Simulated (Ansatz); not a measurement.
# Mn: input and output of an SCF run

System: Mn, an experimental structure (space group Im-3m, primitive cell doubled); the cell holds 2 atoms. The computed pressure is over 10 GPa in size, so the cell is far from the computed equilibrium volume. Source: COD entry 9008592; the sample's temperature and pressure aren't taken into account, and it need not be the stable phase.

Method: DFT, PBE, PAW, plane waves, scalar-relativistic (Ansatz).

The input:

```yaml
crystal:
  lattice:
    - [-1.5465, 1.5465, 1.5465]
    - [1.5465, -1.5465, 1.5465]
    - [3.093, 3.093, -3.093]
  atoms:
    - { symbol: Mn, position: [0.0, 0.0, 0.0] }
    - { symbol: Mn, position: [0.0, 0.0, 0.5] }
hamiltonian:
  xc: pbe
  pseudopotentials: { kind: paw }
basis:
  ecutwfc: 420
kpoints:
  mp_grid: { grid: [14, 14, 7] }
scf:
  occupations: { method: fermi_dirac, width: 0.05 }
  lower_state_search: "off"
output:
  forces: true
  stress: true
```

Program output, abridged:

```
Pseudopotentials: kind: paw
Pseudopotential: Mn, paw, valence charge 15, recommended cutoff 420 eV (normal), Mn.paw.azcp
Functional definition: PBE
Crystal: 2 atoms, lattice volume = 29.590 Å³
Basis set: ecut = 420 eV, 609 PW (Γ), exchange–correlation on 36×36×72 points (8 copies of the dense FFT grid, shifted against one another)
Bands: 19, of which v1, the nominal top of the filled ones, is band 15 counted from 1 (14 counted from 0)
Symmetry: 16 space group operations
Space group: Im-3m (ITA 229), of the structure as read, at distance tolerance 3.1e-5 Å
k-points: 228 of 1372
Non-local potential: Mn, projectors of the file, l = 0: 3, l = 1: 2, l = 2: 3, l = 3: 1
Initial density: superposition of atomic densities (neutral atoms: chi_scale 0, normalization atom), corrected by the library's trained network
Initial wavefunctions: pseudopotential atomic-orbital guess
Functional: x = pbe(κ = 0.804, μ = 0.2195149727645171), c = pbe(β = 0.06672455060314922)
SCF iter   1: F=—  HF=-7795.926259 eV  |F-HF|=—  |Δ(HF+E_count)|=         —  Δρ=3.11e-3  dr2=5.16e-4  ethr=1.77e-3  ⟨swp⟩=4.1  Hψ=33883  notcnv=0  defer=2
automatic band count: the SCF goes on with 23 bands, as 19 were too few: the levels above may hold too much charge
preconditioner: auto → none  [metal: Δε(μ)=0.006 eV  Ē_g=6.403 eV  σ=0.050 eV  W_gap=0.03  n_scr=6 (ndim 8)  ℏωp=25.5 eV  f_vac=0.000  D(μ)=7.32/eV (n_scr^D=154)  sad-step TF]
SCF iter   2: F=—  HF=-7795.926326 eV  |F-HF|=—  |Δ(HF+E_count)|=   6.75e-5  Δρ=1.69e-3  dr2=1.53e-4  ethr=1.72e-6  ⟨swp⟩=2.0  Hψ=10232  notcnv=0  defer=50
SCF iter   3: F=—  HF=-7795.926393 eV  |F-HF|=—  |Δ(HF+E_count)|=   6.65e-5  Δρ=1.96e-4  dr2=6.24e-6  ethr=5.10e-7  ⟨swp⟩=1.0  Hψ=5162  notcnv=0  defer=50
SCF iter   4: F=—  HF=-7795.926388 eV  |F-HF|=—  |Δ(HF+E_count)|=   4.39e-6  Δρ=3.31e-5  dr2=1.39e-7  ethr=2.08e-8  ⟨swp⟩=2.5  Hψ=8031  notcnv=0  defer=50
iter 5 did not close the SCF: its close was put off for the readings that it lacked (scf_convergence_deferred on its scf_iter line)
SCF iter   5: F=-7795.926388 eV  HF=-7795.926388 eV  |F-HF|=3.30e-9  |Δ(HF+E_count)|=   1.63e-7  Δρ=8.53e-6  dr2=9.05e-9  ethr=4.63e-10  ⟨swp⟩=2.4  Hψ=8401  notcnv=0  defer=50
SCF iter   6: F=-7795.926388 eV  HF=-7795.926388 eV  |F-HF|=5.66e-10  |Δ(HF+E_count)|=   2.10e-9  Δρ=2.64e-6  dr2=5.80e-10  ethr=3.02e-11  ⟨swp⟩=2.1  Hψ=15623  notcnv=0
SCF 1 converged in 6 iterations: F = -7795.926388 eV  dr2 = 5.80e-10
  greatest PAW one-centre occupation: 1.000 electrons in one spin orbital (limit 2), on the Mn atom at site 1 (counted from 0), in its partial waves of l = 0
SCF converged after 6 iterations
Free energy (F): -7795.926388 eV
Harris-Foulkes:  -7795.926388 eV  (|F-HF|=5.66e-10)
Internal energy: -7795.867245 eV  (E = F + TS)
E sigma→0 (E₀):  -7795.896816 eV
Entropy (-TS):   -0.059144 eV (-29.572 meV/atom)
Fermi energy:    13.947991 eV
--- Per-component energies (eV) ---
  E_band       = -502.121997
  E_kinetic    = 600.909946
  E_local      = -3782.800262  (includes V_loc(G=0)·N_el)
  E_nonlocal   = 478.238128
  E_hartree    = 1539.688908
  E_xc         = -224.309129
  E_vxc        = -286.914015  (∫ρ·V_xc dr)
  E_paw        = -2595.494563  (= ΣΔE_a)
  E_vpaw       = -590.933282  (= ΣTr[D̂ρ^β])
  E_aug_tail   = -0.000019  (compensation charges beyond the density's cutoff)
  E_ewald      = -3812.100254
  E_smearing   = -0.059144  (= −TS)
  E_closure    = 0.000000  (closes the sum)
  Σ components = -7795.926388   (vs F -7795.926388, Δ=0.00e0)
--- Forces (eV/Å), atoms counted from 1 ---
  atom   1  Mn     0.00000000     0.00000000     0.00000000
  atom   2  Mn     0.00000000     0.00000000     0.00000000
  max |Σ_I F_I| component: 2.33e-29 eV/Å
--- Stress (GPa, compression-positive) ---
      -42.985036       0.000020      -0.000000
        0.000020     -42.985036       0.000000
       -0.000000       0.000000     -42.985144
  P = ⅓ Tr σ = -42.9851 GPa (-429.851 kbar)
```

Among 12 converged runs of this cell from various starts and settings, this end is 472 meV/atom above the lowest found (antiferromagnetic, site moments Mn1 3.06, Mn2 -3.06 μB, total 0.00 μB per cell, no gap on the k-mesh).

The run took 1.3 s on 2 threads of x86-64 server CPU, with other jobs on the host, peak memory 0.46 GiB.
